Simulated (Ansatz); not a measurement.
# In: strain and displacement

```yaml
crystal:
  lattice:
    - [1.66964, 0.96397, 8.20746]
    - [-1.66964, 0.96397, 8.20746]
    - [0.00000, -1.92793, 8.20746]
  atoms:
    - { symbol: In, position: [0.00000, 0.00000, 0.00000] }
    - { symbol: In, position: [0.77801, 0.77801, 0.77801] }
    - { symbol: In, position: [0.22199, 0.22199, 0.22199] }
```

Atom numbers follow the list: In1, In2, In3.

The cell is the one relaxed in the Materials Project (mp-1184502), not relaxed further here; entries there can be hypothetical.

Spin–orbit coupling is left out, though it moves levels of the heavy atoms by tenths of an eV or more.

Method: DFT, PBE, all-electron LAPW, scalar-relativistic (Ansatz 0.2.0).

Sampling and basis: a Γ-centred 14×14×14 k mesh, Fermi–Dirac smearing of 0.05 eV, basis error target 0.5 meV/atom, no spin polarisation.

The unchanged cell is at 1.71 GPa.

In a metal, stresses and small energies carry noise from the k mesh.

x, y and z are the Cartesian axes of the cell as listed; fractional coordinates follow a strain, and an engineering shear is twice the off-diagonal strain component.

Problem. With this change (equal xy, yz and zx engineering shear strains of -3 %), what becomes of the energy and stress and forces?

Solution. Energy change under 1 meV/atom; stress change (xx, yy, zz, yz, xz, xy) -0.02, 0.06, 0.13, 0.07, 0.17, 0.11 GPa, compression positive; change of the force on In2 (0.020, 0.004, 0.005) eV/Å.

Problem. With this change (equal xy, yz and zx engineering shear strains of -1 %), what becomes of the energy and stress?

Solution. Energy change under 1 meV/atom; stress change (xx, yy, zz, yz, xz, xy) 0.00, 0.01, 0.00, 0.01, 0.02, 0.01 GPa, compression positive.

Problem. With this change (equal xy, yz and zx engineering shear strains of +2 %), what becomes of the energy and stress and forces?

Solution. Energy change under 1 meV/atom; stress change (xx, yy, zz, yz, xz, xy) -0.12, 0.14, 0.04, -0.02, -0.08, -0.04 GPa, compression positive; change of the force on In2 (-0.011, -0.004, 0.003) eV/Å.

With equal xy, yz and zx engineering shear strains of -2 %: energy change under 1 meV/atom; stress change (xx, yy, zz, yz, xz, xy) -0.01, 0.03, 0.05, 0.03, 0.09, 0.04 GPa, compression positive; change of the force on In2 (0.013, 0.003, 0.002) eV/Å.

Problem. With this change (equal xy, yz and zx engineering shear strains of +1 %), what becomes of the energy and stress?

Solution. Energy change under 1 meV/atom; stress change (xx, yy, zz, yz, xz, xy) -0.03, 0.04, 0.00, -0.02, -0.04, -0.02 GPa, compression positive.

Problem. With this change (equal xy, yz and zx engineering shear strains of +3 %), what becomes of the energy and stress and forces?

Solution. Energy change under 1 meV/atom; stress change (xx, yy, zz, yz, xz, xy) -0.18, 0.23, 0.10, -0.05, -0.12, -0.10 GPa, compression positive; change of the force on In2 (-0.014, -0.006, 0.005) eV/Å.
